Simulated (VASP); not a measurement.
# PtS2 (P-3m1) in VASP: further runs, part 3 of 5

VASP 6.6.1. Earlier steps stand in the parts before.

### Step 4. G0W0 quasiparticle levels, PBE

Contents of POSCAR:

```
PtS2
1.0
    3.5432000000      0.0000000000      0.0000000000
   -1.7716000000      3.0685012107      0.0000000000
    0.0000000000      0.0000000000      5.0388000000
Pt S
1 2
Direct
    0.0000000000      0.0000000000      0.0000000000
    0.6666666667      0.3333333333      0.7730000000
    0.3333333333      0.6666666667      0.2270000000
```

Contents of INCAR.step1:

```
SYSTEM = PtS2
ALGO     = Normal         ! electronic algorithm
EDIFF    = 1E-8           ! SCF threshold, eV
ENCUT    = 450            ! plane-wave cutoff, eV
GGA      = PE             ! functional
ISMEAR   = 0              ! smearing method
LASPH    = .TRUE.         ! aspherical terms in the spheres
LCHARG   = .FALSE.        ! write CHGCAR
LREAL    = .FALSE.        ! projectors in reciprocal space
LWAVE    = .TRUE.         ! write WAVECAR
NELM     = 100            ! most SCF steps
PREC     = Accurate       ! precision mode
SIGMA    = 0.01           ! smearing width, eV
```

Contents of INCAR.step2:

```
SYSTEM = PtS2
ALGO     = Exact          ! electronic algorithm
EDIFF    = 1E-8           ! SCF threshold, eV
ENCUT    = 450            ! plane-wave cutoff, eV
GGA      = PE             ! functional
ISMEAR   = 0              ! smearing method
ISTART   = 1            
LASPH    = .TRUE.         ! aspherical terms in the spheres
LCHARG   = .FALSE.        ! write CHGCAR
LOPTICS  = .TRUE.         ! frequency-dependent dielectric function
LREAL    = .FALSE.        ! projectors in reciprocal space
LWAVE    = .TRUE.         ! write WAVECAR
NBANDS   = 76             ! bands
NELM     = 1              ! most SCF steps
PREC     = Accurate       ! precision mode
SIGMA    = 0.01           ! smearing width, eV
```

Contents of INCAR.step3:

```
SYSTEM = PtS2
ALGO     = EVGW0          ! electronic algorithm
EDIFF    = 1E-8           ! SCF threshold, eV
ENCUT    = 450            ! plane-wave cutoff, eV
ENCUTGW  = 260            ! cutoff of the response function
GGA      = PE             ! functional
ISMEAR   = 0              ! smearing method
ISTART   = 1            
LASPH    = .TRUE.         ! aspherical terms in the spheres
LCHARG   = .FALSE.        ! write CHGCAR
LREAL    = .FALSE.        ! projectors in reciprocal space
LWAVE    = .FALSE.        ! write WAVECAR
NBANDS   = 76             ! bands
NBANDSGW = 19           
NELMGW   = 1            
NOMEGA   = 48             ! frequency points
PREC     = Accurate       ! precision mode
PRECFOCK = Fast         
SIGMA    = 0.01           ! smearing width, eV
```

Contents of KPOINTS:

```
k-points
0
G
  3 3 2
  0 0 0
```

Potentials or basis: VASP PAW PBE potentials, release 64 (Pt_GW, S_GW).

Launch:

```console
$ cat potpaw_PBE.64/Pt_GW/POTCAR potpaw_PBE.64/S_GW/POTCAR > POTCAR
$ cp INCAR.step1 INCAR
$ mpirun -np 1 vasp_std > vasp.out
$ cp INCAR.step2 INCAR
$ mpirun -np 1 vasp_std > vasp.out
$ cp INCAR.step3 INCAR
$ mpirun -np 1 vasp_std > vasp.out
```

OUTCAR:

```text
SYSTEM = PtS2
   EDIFF = 1E-8
   ENCUT = 450
   ENCUTGW = 260
   GGA = PE
   ISMEAR = 0
   ISTART = 1
   LASPH = .TRUE.
   LREAL = .FALSE.
   NELMGW = 1
   PREC = Accurate
   PRECFOCK = Fast

 Found      6 irreducible k-points:

 Following reciprocal coordinates:
            Coordinates               Weight
  0.000000  0.000000  0.000000      1.000000
  0.333333 -0.000000  0.000000      6.000000
  0.333333  0.333333  0.000000      2.000000
  0.000000  0.000000  0.500000      1.000000
  0.333333 -0.000000  0.500000      6.000000
  0.333333  0.333333  0.500000      2.000000
   k-points           NKPTS =      6   k-points in BZ     NKDIM =     18   number of bands    NBANDS=     76
   number of dos      NEDOS =    301   number of ions     NIONS =      3
   total plane-waves  NPLWV =  28224
   dimension x,y,z NGX =    28 NGY =   28 NGZ =   36
   dimension x,y,z NGXF=    56 NGYF=   56 NGZF=   72
   ions per type =               1   2
   NGX,Y,Z   is equivalent  to a cutoff of  13.14, 13.14, 11.88 a.u.
   NGXF,Y,Z  is equivalent  to a cutoff of  26.28, 26.28, 23.76 a.u.
 SYSTEM =  PtS2
   PREC   = accura    normal or accurate (medium, high low for compatibility)
   ISTART =      1    job   : 0-new  1-cont  2-samecut
   ICHARG =      0    charge: 1-file 2-atom 10-const
   ISPIN  =      1    spin polarized calculation?
   LNONCOLLINEAR =      F non collinear calculations
   LSORBIT =      F    spin-orbit coupling
   LASPH  =      T    aspherical Exc in radial PAW
   ENCUT  =  450.0 eV  33.07 Ry    5.75 a.u.   6.13  6.13  8.72*2*pi/ulx,y,z
   NELM   =     60;   NELMIN=  2; NELMDL=  0     # of ELM steps
   EDIFF  = 0.1E-07   stopping-criterion for ELM
   LREAL  =      F    real-space projection
   EDIFFG = 0.1E-06   stopping-criterion for IOM
   NSW    =      0    number of steps for IOM
   IBRION =     -1    ionic relax: 0-MD 1-quasi-New 2-CG
   NFREE  =      0    steps in history (QN), initial steepest desc. (CG)
   ISIF   =      0    stress and relaxation
   ISYM   =      3    0-nonsym 1-usesym 2-fastsym
   POTIM  = 0.5000    time-step for ionic-motion
   TEBEG  =    0.0;   TEEND  =   0.0 temperature during run
   PSTRESS=    0.0 pullay stress
   NELECT =      22.0000    total number of electrons
   NUPDOWN=      -1.0000    fix difference up-down
   EMIN   =  10.00;   EMAX   =-10.00  energy-range for DOS
   EFERMI =   0.00;   METHOD = LEGACY
   ISMEAR =     0;   SIGMA  =   0.01  broadening in eV -4-tet -1-fermi 0-gaus
   EFERMI_NEDOS =   21; number of points for ismear=-14 and -15
   IALGO  =     38    algorithm
   IMIX   =      4    mixing-type and parameters
     AMIX     =   0.40;   BMIX     =  1.00
     AMIX_MAG =   1.60;   BMIX_MAG =  1.00
  volume/ion in A,a.u.               =      18.26       123.23
  Fermi-wavevector in a.u.,A,eV,Ry     =   1.207812  2.282434 19.848315  1.458810
  Thomas-Fermi vector in A             =   2.343439
   LORBIT       =      0    0 simple, 1 ext, 2 COOP (PROOUT), +10 PAW based schemes
   GGA     = PE    functional components
   LHFCALC =     T    Hartree Fock is set to
   PRECFOCK=fast      Normal, Fast or Accurate (Low or Medium for compatibility)
   ENCUT4O =  -1.0   cutoff for four orbital integrals eV
   NKREDX  =     1    reduce k-point grid by
   NKREDY  =     1    reduce k-point grid by
   NKREDZ  =     1    reduce k-point grid by
   AEXX    =    1.0000 exact exchange contribution
   HFSCREEN=    0.0000 screening length (either q_TF or 0.3 A-1)
   HFSCREENC=   0.0000 screening length for correlation (either q_TF or 0.3 A-1)
   ENCUTFOCK=  -1.0 apply spherical cutoff to Coloumb kernel
   IVDW    =     0    specifies the selected vdW correction
   LEPSILON=     F    determine dielectric tensor
   LRPA    =     F    only Hartree local field effects (RPA)
   LRPAFORCE           =     F    calculate RPA forces
   ENCUTGW             = 260.0    cutoff for response function in eV
   ENCUTGWSOFT         = 208.0    soft cutoff for Coulomb kernel in GW response function in eV
   ENCUTLF             =  -1.0    cutoff for local field effects
   NELMGW              =     1    number of iterations in solving QP/BSE equation
   NELMHF              =     1    number of iterations in the inner HF iteration
   NKREDLFX            =     1    NKREDLFY  =   1   NKREDLFZ  =   1
 non-spin polarized calculation
 Gauss-broadening in eV      SIGMA  =   0.01
  energy-cutoff  :      450.00
  volume of cell :       54.78
 maximum number of plane-waves:      1206
 NGX is ok and might be reduce to    28
  NGX = 14; NGY = 14; NGZ = 20
   NGX = 13   NGY = 13   NGZ = 17
 maximum number of plane-waves:       528

 QP shifts <psi_nk| G(iteration)W_0 |psi_nk>: iteration 1
 for sc-GW calculations column KS-energies equals QP-energies in previous step
 and V_xc(KS)=  KS-energies - (<T + V_ion + V_H > + <T+V_H+V_ion>^1  + <V_x>^1)

 k-point   1 :       0.0000    0.0000    0.0000
  band No.  KS-energies  QP-energies   sigma(KS)   V_xc(KS)     V^pw_x(r,r')   Z            occupation Imag(sigma)

      1      -8.8583      -8.8418     -13.1402     -13.1655     -21.5013       0.6521       2.0000       1.5500
      2      -5.6146      -5.7938     -14.2811     -14.0187     -21.2108       0.6830       2.0000       0.9955
      3      -0.3200      -0.5177     -13.4272     -13.1494     -18.0534       0.7117       2.0000       0.6279
      4      -0.3200      -0.5177     -13.4272     -13.1494     -18.0534       0.7117       2.0000       0.6279
      5      -0.2003      -0.5491     -12.4796     -11.9905     -17.6611       0.7131       2.0000       0.7866
      6       2.7428       2.4699     -13.3106     -12.9259     -18.0349       0.7094       2.0000       0.3830
[... 11 lines left out ...]
     18      18.6470      19.4231     -10.7003     -11.6953      -5.1189       0.7799       0.0000      -0.4954
     19      19.2651      20.1028     -11.2647     -12.3676      -5.7558       0.7596       0.0000      -0.5049
[... 96 lines left out ...]
      1      -6.5646      -6.7017     -14.1207     -13.9108     -21.4620       0.6531       2.0000       1.0641
      2      -6.5646      -6.7017     -14.1207     -13.9108     -21.4620       0.6531       2.0000       1.0641
      3       0.1604      -0.2024     -12.7541     -12.2549     -17.2951       0.7267       2.0000       0.5510
      4       0.1604      -0.2024     -12.7541     -12.2549     -17.2951       0.7267       2.0000       0.5510
      5       0.2052      -0.0585     -13.1468     -12.7892     -17.2706       0.7371       2.0000       0.5340
      6       2.3307       2.1575     -13.5058     -13.2671     -17.4454       0.7257       2.0000       0.4436
[... 11 lines left out ...]
     18      17.2992      17.8504     -10.4288     -11.1543      -5.1629       0.7597       0.0000      -0.3227
     19      17.2992      17.8504     -10.4288     -11.1543      -5.1629       0.7597       0.0000      -0.3227
```

Run time: 68 s. Hardware: 1 thread of Intel Xeon 6975P-C (Granite Rapids), shared host; peak memory 0.6 GiB.

The run converged, but some of its settings lie outside the range that counts as converged, so its numbers aren't taken as properties of the crystal.

Results:

- Band gap on the k mesh, mean-field level: 1.18 eV, indirect (least direct gap 2.40 eV)
- Quasiparticle gap: 1.80 eV
- Least direct quasiparticle gap: 3.12 eV

Caveat: the k mesh is coarse (spacing up to 0.68 Å⁻¹), so the values aren't converged; bands, screening cutoff and mesh are small and nothing is extrapolated, so the quasiparticle values aren't converged; spin-orbit coupling is left out, which moves the levels of the heavy elements; an odd mesh through Γ misses points on the zone boundary, where band edges often lie.

(Continued in part 4 of 5.)
